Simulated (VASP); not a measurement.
# Os (Fm-3m) in VASP: further runs

One crystal, Os, is run at these levels: PBE+U, LDA; tasks: single point, elastic constants.

Everything below comes from runs of VASP 6.6.1. Logs are shortened: lines on timing, memory, paths and dates and some standing lists are left out, and cuts for length are marked.

## (1) Starting point

Symmetry: Fm-3m, No. 225, cubic system. The conventional cell has a = 3.890 Å, b = 3.890 Å, c = 3.890 Å, α = 90.00°, β = 90.00°, γ = 90.00°. Os (site symmetry m-3m) is surrounded by 12 Os at 2.75 Å.

This isn't the form of Os at room conditions, which is hcp.

## (2) Single point, PBE+U, non-collinear spin, zero start, spin-orbit coupling

Contents of INCAR:

```
  ALGO = Normal
  EDIFF = 1E-6
  ENCUT = 520
  GGA = PE
  GGA_COMPAT = F
  ISIF = 2
  ISMEAR = -1
  LASPH = T
  LCHARG = T
  LDAU = T
  LDAUJ = 0
  LDAUL = 2
  LDAUPRINT = 1
  LDAUTYPE = 2
  LDAUU = 3.5
  LMAXMIX = 4
  LORBIT = 11
  LORBMOM = T
  LREAL = F
  LSORBIT = T
  LVHAR = T
  LWAVE = F
  MAGMOM = 0 0 0
  NBANDS = 19
  NELM = 150
  PREC = Accurate
  SIGMA = 0.01
```

Contents of KPOINTS:

```
k-points
0
Gamma
  9 9 9
```

Contents of POSCAR:

```
Os
1.0
    0.0000000000      1.9450000000      1.9450000000
    1.9450000000      0.0000000000      1.9450000000
    1.9450000000      1.9450000000      0.0000000000
Os
1
Direct
    0.0000000000      0.0000000000      0.0000000000
```

Potentials or basis: VASP PAW PBE potentials, release 64 (Os).

Command:

```sh
cat potpaw_PBE.64/Os/POTCAR > POTCAR
mpirun -np 1 vasp_ncl > vasp.out
```

OUTCAR:

```text
EDIFF = 1E-6
   ENCUT = 520
   GGA = PE
   ISIF = 2
   ISMEAR = -1
   LASPH = T
   LORBIT = 11
   LREAL = F
   LSORBIT = T
   NELM = 150
   PREC = Accurate

 ion  position               nearest neighbor table
   1  0.000  0.000  0.000-

  LATTYP: Found a face centered cubic cell.
 ALAT       =     3.8900000000

  Lattice vectors:

 A1 = (   0.0000000000,   1.9450000000,   1.9450000000)
 A2 = (   1.9450000000,   0.0000000000,   1.9450000000)
 A3 = (   1.9450000000,   1.9450000000,   0.0000000000)

Analysis of symmetry for initial positions (statically):
=====================================================================
 Subroutine PRICEL returns:
 Original cell was already a primitive cell.

 Routine SETGRP: Setting up the symmetry group for a
 face centered cubic supercell.

 Subroutine GETGRP returns: Found 48 space group operations
 (whereof 48 operations were pure point group operations)
 out of a pool of 48 trial point group operations.

The static configuration has the point symmetry O_h .

Analysis of symmetry for dynamics (positions and initial velocities):
=====================================================================
 Subroutine PRICEL returns:
 Original cell was already a primitive cell.

 Routine SETGRP: Setting up the symmetry group for a
 face centered cubic supercell.

 Subroutine GETGRP returns: Found 48 space group operations
 (whereof 48 operations were pure point group operations)
 out of a pool of 48 trial point group operations.

The dynamic configuration has the point symmetry O_h .

Analysis of structural, dynamic, and magnetic symmetry:
=====================================================================
 Subroutine PRICEL returns:
 Original cell was already a primitive cell.

 Routine SETGRP: Setting up the symmetry group for a
 face centered cubic supercell.

 Subroutine GETGRP returns: Found 48 space group operations
 (whereof 48 operations were pure point group operations)
 out of a pool of 48 trial point group operations.

The overall configuration has the point symmetry O_h .

 Subroutine INISYM returns: Found 48 space group operations
 (whereof 48 operations are pure point group operations),
 and found     1 'primitive' translations

----------------------------------------------------------------------------------------

                                     Primitive cell

  volume of cell :      14.7160

  direct lattice vectors                    reciprocal lattice vectors
     0.000000000  1.945000000  1.945000000    -0.257069409  0.257069409  0.257069409
     1.945000000  0.000000000  1.945000000     0.257069409 -0.257069409  0.257069409
     1.945000000  1.945000000  0.000000000     0.257069409  0.257069409 -0.257069409

  length of vectors
     2.750645379  2.750645379  2.750645379     0.445257277  0.445257277  0.445257277

  position of ions in fractional coordinates (direct lattice)
     0.000000000  0.000000000  0.000000000

  ion indices of the primitive-cell ions
   primitive index   ion index
                 1           1

----------------------------------------------------------------------------------------

 KPOINTS: k-points

Automatic generation of k-mesh.
 Grid dimensions read from file:
 generate k-points for:    9    9    9

 Generating k-lattice:

[... 137 lines left out ...]
  0.5875 -0.0000 -0.0000 -0.0000  0.0000      0.0000 -0.0000 -0.0000 -0.0000 -0.0623
 -0.0000  0.5875  0.0000  0.0000  0.0000      0.0000  0.0000 -0.0000 -0.0289 -0.0000
 -0.0000  0.0000  0.6802  0.0000 -0.0000      0.0000  0.0000 -0.0000  0.0000  0.0000
 -0.0000  0.0000  0.0000  0.5875  0.0000      0.0000  0.0289 -0.0000  0.0000  0.0000
  0.0000  0.0000 -0.0000  0.0000  0.6802      0.0623  0.0000 -0.0000 -0.0000 -0.0000

 occupancies and eigenvectors

  o =  0.5297  v = -0.0000  0.5772  0.0000 -0.0146 -0.0000 -0.5772 -0.0000  0.0000 -0.0000  0.0000      0.0000 -0.0146 -0.0000 -0.5772  0.0000  0.0146 -0.0000  0.0000 -0.0000  0.0000
  o =  0.5297  v =  0.5774  0.0000  0.0000  0.0000 -0.0000 -0.0000  0.5774 -0.0000 -0.0000 -0.0000      0.0000  0.0000  0.0000 -0.0000  0.0000  0.0000  0.0000  0.0000  0.5774  0.0000
  o =  0.5656  v = -0.0422 -0.2327  0.0016 -0.5105 -0.0000  0.0874 -0.1668 -0.4451 -0.0017  0.0621      0.0000  0.4344 -0.1771 -0.3201  0.0344 -0.0761 -0.0017 -0.2604  0.2090  0.0713
  o =  0.5656  v =  0.1267 -0.0957 -0.0014 -0.1720  0.0000  0.0032  0.4815 -0.1570  0.0015  0.0087      0.0000  0.1613  0.5134 -0.0989 -0.1034 -0.0107  0.0015 -0.0917 -0.6083  0.0026
  o =  0.5656  v =  0.6660 -0.0051  0.0003  0.0032  0.0000 -0.0092 -0.4492 -0.0002 -0.0003 -0.0055      0.0000  0.0035 -0.1095  0.0040 -0.5435  0.0067 -0.0003 -0.0005 -0.2168 -0.0075
  o =  0.5656  v =  0.0169  0.3382  0.0015 -0.1106  0.0000  0.5553  0.0148  0.0719 -0.0016  0.3050      0.0000 -0.2632  0.0220 -0.2170 -0.0138 -0.3738 -0.0016  0.0571 -0.0318  0.4531
  o =  0.7310  v = -0.4484  0.0062 -0.0016  0.0015  0.0000  0.0055  0.1706 -0.0020 -0.0008  0.0021      0.0000 -0.0004  0.1138  0.0007 -0.8243  0.0011 -0.0008 -0.0073  0.2778 -0.0102
  o =  0.7310  v = -0.0055 -0.1466 -0.0151 -0.1010  0.0000 -0.4047  0.0067  0.0105 -0.0071 -0.3532      0.0000 -0.0911 -0.0083  0.2580 -0.0102 -0.1921 -0.0071 -0.1182 -0.0012  0.7439
  o =  0.7310  v =  0.0201  0.0624 -0.0617  0.3374 -0.0000  0.0289 -0.1249 -0.7770 -0.0291 -0.1053      0.0000 -0.3947  0.2437  0.0335  0.0369 -0.0573 -0.0291 -0.1018  0.1048 -0.0532
  o =  0.7310  v =  0.0587  0.0121  0.0074 -0.1135 -0.0000 -0.0058 -0.3991  0.2517  0.0035  0.0186      0.0000  0.1236  0.7849  0.0179  0.1079  0.0101  0.0035 -0.0319  0.3404  0.0106

 number of electron       8.0000000 magnetization       0.0000000      0.0000000      0.0000000

 Free energy of the ion-electron system (eV)
  ---------------------------------------------------
  ext. energy  EPLUGINS =         0.00000000
  ---------------------------------------------------
  free energy    TOTEN  =        -7.36130193 eV

  energy without entropy =       -7.36100428  energy(sigma->0) =       -7.36115311

 E-fermi :   8.4444     XC(G=0): -13.7464

 val. band max:        8.3169811708   @ k =  -0.3333   0.4444   0.1111
 cond. band min:       8.4605004766   @ k =  -0.4444   0.3333   0.0000
 fundamental gap:      0.1435193059
 Fermi energy:         8.4443911130

 k-point     1 :       0.0000    0.0000    0.0000
  band No.  band energies     occupation
      1      -1.7893      1.00000
      2      -1.7893      1.00000
      3       5.0619      1.00000
      4       5.0619      1.00000
      5       5.0619      1.00000
      6       5.0619      1.00000
[... 505 lines left out ...]
      6       9.7784      0.00000
[... 11 lines left out ...]
     18      21.8245      0.00000
     19      29.8703      0.00000

 [... further k-points ...]

------------------------ aborting loop because EDIFF is reached ----------------------------------------

  FORCE on cell =-STRESS in cart. coord.  units (eV):
  Direction    XX          YY          ZZ          XY          YZ          ZX
  --------------------------------------------------------------------------------------
  -------------------------------------------------------------------------------------
  Total       -1.3428536     -1.3428536     -1.3428536     -0.0000000     -0.0000000      0.0000000
  in kB     -146.2010353   -146.2010353   -146.2010353     -0.0000000     -0.0000000      0.0000000
  external PRESSURE =    -146.2010353 kB  Pullay stress =       0.0000000 kB

 VOLUME and BASIS-vectors are now :
 -----------------------------------------------------------------------------
  energy-cutoff  :      520.00
  volume of cell :       14.72
      direct lattice vectors                 reciprocal lattice vectors
     0.000000000  1.945000000  1.945000000    -0.257069409  0.257069409  0.257069409
     1.945000000  0.000000000  1.945000000     0.257069409 -0.257069409  0.257069409
     1.945000000  1.945000000  0.000000000     0.257069409  0.257069409 -0.257069409

 POSITION                                       TOTAL-FORCE (eV/Angst)
 -----------------------------------------------------------------------------------
      0.00000      0.00000      0.00000         0.000000      0.000000      0.000000
 -----------------------------------------------------------------------------------
    total drift:                                0.000000     -0.000000     -0.000000

  FREE ENERGIE OF THE ION-ELECTRON SYSTEM (eV)
  ---------------------------------------------------
  free  energy   TOTEN  =        -7.3613019296 eV

  energy  without entropy=       -7.3610042829  energy(sigma->0) =       -7.36115311

 orbital moment (x)

 # of ion     p       d       tot
 ----------------------------------------
  1         0.000   0.000   0.000
 ----------------------------------------
            0.000   0.000   0.000

 orbital moment (y)

 # of ion     p       d       tot
 ----------------------------------------
  1         0.000  -0.000  -0.000
 ----------------------------------------
            0.000  -0.000  -0.000

 orbital moment (z)

 # of ion     p       d       tot
 ----------------------------------------
  1         0.000   0.000   0.000
 ----------------------------------------
            0.000   0.000   0.000

 Spin-Orbit-Coupling matrix elements

 Ion:    1  E_soc:     -0.7578130
 l=   1
     0.0000000    -0.0425525    -0.0425525
    -0.0425525     0.0000000    -0.0425525
    -0.0425525    -0.0425525     0.0000000
 l=   2
     0.0000000    -0.0155026     0.0000000    -0.0155026    -0.0682471
    -0.0155026     0.0000000    -0.0511853    -0.0155026    -0.0170618
     0.0000000    -0.0511853     0.0000000    -0.0511853     0.0000000
    -0.0155026    -0.0155026    -0.0511853     0.0000000    -0.0170618
    -0.0682471    -0.0170618     0.0000000    -0.0170618     0.0000000
 l=   3
     0.0000000     0.0000000     0.0000000     0.0000000     0.0000000     0.0000000     0.0000000
     0.0000000     0.0000000     0.0000000     0.0000000     0.0000000     0.0000000     0.0000000
     0.0000000     0.0000000     0.0000000     0.0000000     0.0000000     0.0000000     0.0000000
     0.0000000     0.0000000     0.0000000     0.0000000     0.0000000     0.0000000     0.0000000
     0.0000000     0.0000000     0.0000000     0.0000000     0.0000000     0.0000000     0.0000000
     0.0000000     0.0000000     0.0000000     0.0000000     0.0000000     0.0000000     0.0000000
     0.0000000     0.0000000     0.0000000     0.0000000     0.0000000     0.0000000     0.0000000

 total charge

# of ion       s       p       d       tot
------------------------------------------
    1        0.633   0.696   6.170   7.500

 magnetization (x)

# of ion       s       p       d       tot
------------------------------------------
    1        0.000   0.000  -0.000  -0.000

 magnetization (y)

# of ion       s       p       d       tot
------------------------------------------
    1        0.000   0.000  -0.000  -0.000

 magnetization (z)

# of ion       s       p       d       tot
------------------------------------------
    1       -0.000   0.000   0.000   0.000
```

It took 17 s on 1 thread of Intel Xeon Platinum 8488C (Sapphire Rapids), shared host; peak memory 0.16 GiB.

Results:

```yaml
Free_energy: -7.3613 eV
Pressure: -14.6 GPa
Net_moment: 0.00 μB per cell
Valence_electrons_inside_the_program's_atomic_spheres: Os 7.50
```

Moments on the atoms (μB; x, y, z):
```
Os  0.00 0.00 0.00
```

Caveat: the U is typed as a test and isn't derived for this compound. The state reached can hang on the start; a lower one may exist.

## (3) Elastic constants, LDA, collinear spin, zero start

Contents of INCAR:

```
SYSTEM = Os
PREC = Accurate ; ENCUT = 600
EDIFF = 1E-8 ; ISMEAR = 1
SIGMA = 0.05 ; LREAL = .False.
LASPH = .True. ; NELM = 150
ALGO = Normal ; ISIF = 3
LWAVE = .False. ; LCHARG = .True.
ISPIN = 2 ; MAGMOM = 0
LORBIT = 11 ; NUPDOWN = 0.0
LMAXMIX = 4 ; GGA = CA
IBRION = 6 ; NFREE = 2
POTIM = 0.015 ; NSW = 1
```

Contents of KPOINTS:

```
Automatic mesh
0
Gamma
  9 9 9
  0 0 0
```

POSCAR is that of step 2.

Potentials or basis: VASP PAW LDA potentials, release 64 (Os).

Command:

```sh
cat potpaw_LDA.64/Os/POTCAR > POTCAR
mpirun -np 1 vasp_std > vasp.out
```

Wall time 2.5 min (1 thread of Intel Xeon Platinum 8488C (Sapphire Rapids), shared host); peak memory 0.21 GiB.

Results (log left out):

```yaml
Net_moment: 0.00 μB per cell
Valence_electrons_inside_the_program's_atomic_spheres: Os 7.47
Elastic_constants_C11_C12_C44: 612, 212, 307 GPa
Voigt_bulk_modulus: 345 GPa
```

Elastic tensor in Voigt notation (GPa, in the Cartesian axes of the cell as first typed):
```
612 212 212   0   0   0
212 612 212   0   0   0
212 212 612   0   0   0
  0   0   0 307   0   0
  0   0   0   0 307   0
  0   0   0   0   0 307
```

Clamped-ion elastic tensor (GPa):
```
612 212 212   0   0   0
212 612 212   0   0   0
212 212 612   0   0   0
  0   0   0 307   0   0
  0   0   0   0 307   0
  0   0   0   0   0 307
```

Caveat: the cell is under stress, which shifts elastic constants; the total moment is fixed, so each spin has its own Fermi level. The run has no spin-orbit coupling, so splittings on Os are missing.
